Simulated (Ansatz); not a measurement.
NaH built on the CsCl prototype (r2SCAN geometry), in Ansatz:

```xyz
2
Lattice="2.9324 0.0000 0.0000 0.0000 2.9324 0.0000 0.0000 0.0000 2.9324" Properties=species:S:1:pos:R:3 pbc="T T T"
Na    0.0000    0.0000    0.0000
H     1.4662    1.4662    1.4662
```

G0W0@PBE with 94 empty bands, a screening cutoff of 140 eV and a 4×4×4 mesh (PAW, contour deformation) gives 2.957 eV over the mesh points, from a PBE gap of 1.000 eV; it sums over 99 bands with 93 plane waves in the screening and a wave cutoff of 420 eV. No extrapolation in bands, cutoff or mesh was made for G0W0. The calculation is spin-unpolarised, and the structure need not be a phase that has been made.

(1) Estimate the gap with potentials of the kind norm-conserving.

(2) Estimate the gap with starting point HSE06.

(3) Estimate the gap with mesh 6×6×6, empty bands 40, screening cutoff 80 eV.

Answers

(1) 2.933 eV (-0.024 eV), from a Kohn-Sham gap of 1.001 eV.

(2) 3.569 eV (+0.612 eV), from a Kohn-Sham gap of 1.885 eV.

(3) 2.841 eV (-0.116 eV), from a Kohn-Sham gap of 1.031 eV.
